How far does the choice of density functional open the band gap of diamond, and does it open the indirect and the direct gap alike? With the atoms held fixed, the indirect gap moves by about 1 eV between the functionals and the direct gap by a little more. The distance between the two gaps changes as well, by more than half an eV. The functional therefore does more than lift the conduction band as a block: it changes the band's shape.

Band gaps of diamond from DFT with VASP 6.6.1 and PAW potentials, at a fixed cubic cell edge of 3.567 Å, without spin polarisation or spin-orbit coupling. All runs use a 520 eV plane-wave cutoff, a 13×13×13 k mesh and a smearing width of 0.05 eV. The gaps are read along a band path through Γ, X, W, K, L and U.

```csv
functional,potentials,gap on path (eV),direct gap on path (eV)
LDA,"VASP PAW LDA potentials, recommended",4.113,5.542
PBEsol,"VASP PAW PBE potentials, recommended",4.003,5.539
revPBE,"VASP PAW PBE potentials, recommended",4.121,5.592
BLYP,"VASP PAW PBE potentials, recommended",4.445,5.743
r2SCAN,"VASP PAW PBE potentials, recommended",4.342,5.835
LAK,"VASP PAW PBE potentials, recommended",4.720,6.087
LMBJ,"VASP PAW PBE potentials, recommended",4.556,6.306
MS2,"VASP PAW PBE potentials, recommended",4.781,6.654
PW91,"VASP PAW PBE potentials, recommended",4.172,5.616
TB-mBJ,"VASP PAW PBE potentials, recommended",4.950,6.622
TPSS,"VASP PAW PBE potentials, recommended",4.179,5.818
revTPSS,"VASP PAW PBE potentials, recommended",4.028,5.763
```

**Two gaps, two conduction states**

Both gaps start from the valence top at Γ, the centre of the Brillouin zone, which is formed by bonding p orbitals. The direct gap ends at the antibonding p level at the same point. The indirect gap ends in the conduction valley on the way from Γ to X, where s and p orbitals mix. A change of functional shifts each of these three states by its own amount, so a ranking by one gap need not hold for the other.

BLYP and r2SCAN show this plainly. BLYP has the larger indirect gap, 4.45 against 4.34 eV, while r2SCAN has the larger direct gap, 5.84 against 5.74 eV. It makes little sense to ask which of them opens the gap more until one says which gap is meant.

A note on the settings: the inputs of LDA, revPBE, BLYP and PW91 name Gaussian smearing, those of the other rows Fermi-Dirac smearing. With gaps this wide the difference has no effect on the bands.

**The GGAs: about two to one**

The four gradient-corrected functionals, PBEsol, revPBE, PW91 and BLYP, follow a simple rule. When one is exchanged for another, the indirect gap changes about twice as much as the direct gap. From PBEsol to BLYP the indirect gap grows by 0.44 eV and the direct gap by 0.20 eV. A rigid shift of the conduction band would have changed both equally.

First-order perturbation theory explains how such a fixed ratio can arise. If the potential changes by λ·u(r), where u is a pattern in space and λ its strength, each level shifts by λ times the average of u over that state. Each gap then changes by λ times the difference between two such averages. When λ varies and u stays the same, λ drops out of the ratio of the two gap changes. As far as these three states can show, the GGAs thus seem to differ mainly in the strength of one common pattern. A uniform shift of the potential may come on top, since it moves all levels alike and no gap can reveal it.

Why the valley responds more strongly than the level at Γ is less certain. A plausible reason, untested here, is that the valley state has more weight in the open space between the bonds, where gradient corrections can alter the potential noticeably. The strength λ cannot be read from how much a functional enhances exchange at large gradients. There revPBE exceeds PW91, yet its indirect gap is 0.05 eV smaller. In a dense crystal such as diamond, moderate gradients are expected to matter more.

The line, with a slope and a constant fitted to these four rows, misses them by only a few thousandths of an eV. That is finer than the sampling of the valley, since for these rows band path and k mesh give indirect gaps that differ by up to 0.03 eV. The ratio of two is worth remembering, its second decimal is not. For the same reason the order of LDA and revPBE, or of PW91 and TPSS, in the indirect gap is too close to call.

LDA, which was left out of the fit, has an indirect gap 0.10 eV above the line. If the common pattern were the whole gradient correction, LDA would be its zero and would lie on the line. It does not, though it was also run with its own PAW potentials, so the offset mixes two changes. The line therefore describes how these GGAs differ from one another, not how they differ from LDA. PBEsol, for one, has the same direct gap as LDA within a few thousandths of an eV, but an indirect gap that is 0.11 eV smaller.

**Meta-GGAs: an extra push at Γ**

Meta-GGAs also use the kinetic-energy density, which is built from the gradients of the occupied orbitals. Their energy then acts on an orbital through its own slope as well as through the total density. Where the energy rises with the kinetic-energy density, this term pushes up states that vary steeply. The antibonding p level changes sign across the bond, where the density is high, so theory gives a reason for it to be pushed up more than the bonding valence top. How far the valley state follows cannot be told from this argument and has to be read from the rows.

The step from PW91 to TPSS shows a selective effect. The direct gap grows by 0.20 eV, while the indirect gap stays the same within the sampling error. Relative to the valence top, the level at Γ has moved and the valley has not. The two functionals also differ in other details, so the step measures the whole change of form and not the kinetic-energy term by itself.

If this step and the change of gradient correction simply add, revTPSS can be estimated from three other rows. Like PBEsol, revTPSS has a gradient correction revised with solids in mind. Adding the step from PW91 to TPSS to the direct gap of PBEsol gives 5.539 + 0.202 = 5.741 eV. The calculation gives 5.763 eV, a miss of about 0.02 eV, and the indirect gap is met equally well. The revTPSS row did not enter the estimate.

This also explains why revTPSS looks contradictory beside LDA. Its direct gap is 0.22 eV larger, but its indirect gap is 0.09 eV smaller. The step from LDA to PBEsol, which changes both the functional and the PAW potentials, lowers the valley, and the meta-GGA step raises the level at Γ without bringing the valley back up.

**The large openings**

The same distinction sorts the remaining rows. For a given indirect gap, the GGA line names a direct gap, and every functional that uses the kinetic-energy density lies above it. The excess is 0.14 to 0.22 eV for r2SCAN, LAK, TPSS and revTPSS, but 0.65 to 0.76 eV for MS2 and the two mBJ potentials. For LAK, MS2 and the mBJ potentials the line is extended beyond the GGAs, so their excess is a guide to size only.

TB-mBJ and LMBJ reach their large gaps by another route. They are potentials designed for band gaps and have no energy functional behind them. One of their terms grows with the ratio of kinetic-energy density to density, and it is expected to raise states outside the bonds relative to the bonding states, which opens both gaps. For TB-mBJ the indirect gap opens by 0.84 eV over LDA and the direct gap by 1.08 eV. Why the level at Γ gains more is not explained by this. If the valley state does have more weight in the open space, as guessed above, this term alone would favour the valley.

LMBJ needs a correction before it is compared. Its tabulated gaps are 0.41 eV (indirect) and 0.33 eV (direct) smaller than those from the k mesh of the same row, although both samplings contain Γ and should give the same direct gap. The path values therefore do not represent the potential of the mesh run. On the mesh LMBJ agrees with TB-mBJ to about 0.01 eV, which is reasonable: both potentials have the same form, with a parameter that is averaged locally in LMBJ and over the whole cell in TB-mBJ. In a small, regular crystal these averages are much alike, though the fitted constants of the two potentials can differ as well.

**How far from the real gap**

The measured indirect gap of diamond is roughly 5.5 eV, a recalled value. LDA falls short of it by about 1.4 eV and TB-mBJ by about 0.5 eV. Zero-point motion of the atoms narrows the measured gap by a few tenths of an eV, so the gap of a motionless lattice, which is what is computed here, should be larger still.

Much of the LDA and GGA shortfall has a known origin. The true gap contains a jump of the exchange-correlation potential when an electron is added, and the band energies of these functionals leave it out. Meta-GGAs can include part of this jump through their dependence on the orbitals. The mBJ potentials imitate its effect by reshaping the potential.

**What to do**

Choose the functional by the gap that matters, and check both. One shortcut is to take GGA bands and shift the whole conduction band until the indirect gap is right. If PW91 bands are shifted to the indirect gap of TB-mBJ, the direct gap still comes out 0.23 eV below that of TB-mBJ, because the two functionals separate valley and Γ level differently. The shift sets the indirect gap by construction, but it does not secure the direct one. The output below gives this separation for each row.

For the mBJ potentials, also compare the direct gap at Γ from the band path with that from the mesh before using the bands. In every row but LMBJ the two agree to about a thousandth of an eV, so a larger difference is a clear alarm.

One pair remains open. MS2 and LAK have indirect gaps only about 0.06 eV apart, yet the direct gap of MS2 is 0.57 eV larger. A general stretching of the bands is not the answer, since LAK has the wider valence band, by 0.87 eV. Why MS2 puts the antibonding level at Γ so much higher than LAK does, with the valley at nearly the same height, would have to be read from the orbitals themselves.

The analysis program printed:

```
fit of ind on 4 rows (gga == 1): constant -7.969 +/- 0.071, coefficient of dir 2.162 +/- 0.013; rms 0.00133, worst PBEsol 0.00174, leave-one-out rms 0.00429
  rows outside the fit (model, value, miss): LDA 4.011, 4.113, -0.102; r2SCAN 4.645, 4.342, 0.303; LAK 5.189, 4.72, 0.469; LMBJ 6.376, 4.97, 1.41; MS2 6.415, 4.781, 1.63; TB-mBJ 6.346, 4.95, 1.4; TPSS 4.608, 4.179, 0.429; revTPSS 4.489, 4.028, 0.461
rms miss of a rigid conduction shift over the four GGAs (eV): 0.08707
ratio of indirect to direct gap change, PBEsol to BLYP, on the mesh: 2.25
Gaps with LMBJ taken from its mesh run (eV):
      row  indirect less LDA  direct less LDA  direct less indirect  direct gap above GGA line
      LDA                  0                0                 1.429                   -0.04708
   PBEsol              -0.11           -0.003                 1.536                  0.0008071
   revPBE              0.008             0.05                 1.471                 -0.0007786
     BLYP              0.332            0.201                 1.298                  0.0003422
   r2SCAN              0.229            0.293                 1.493                       0.14
      LAK              0.607            0.545                 1.367                     0.2171
     LMBJ              0.857            1.094                 1.666                     0.6505
      MS2              0.668            1.112                 1.873                     0.7559
     PW91              0.059            0.074                 1.444                 -0.0003707
   TB-mBJ              0.837             1.08                 1.672                     0.6457
     TPSS              0.066            0.276                 1.639                     0.1984
  revTPSS             -0.085            0.221                 1.735                     0.2132
TPSS less PW91, indirect gap (eV): 0.007
TPSS less PW91, direct gap (eV): 0.202
revTPSS less PBEsol, indirect gap (eV): 0.025
revTPSS less PBEsol, direct gap (eV): 0.224
additive prediction less computed revTPSS, indirect gap (eV): -0.018
additive prediction less computed revTPSS, direct gap (eV): -0.022
MS2 less LAK, indirect gap (eV): 0.061
MS2 less LAK, direct gap (eV): 0.567
LMBJ path less mesh, indirect gap (eV): -0.414
LMBJ path less mesh, direct gap (eV): -0.33
MS2 less LAK, valence band width at Gamma (eV): -0.873
rough shortfall of TB-mBJ below the measured indirect gap (eV): 0.55
```
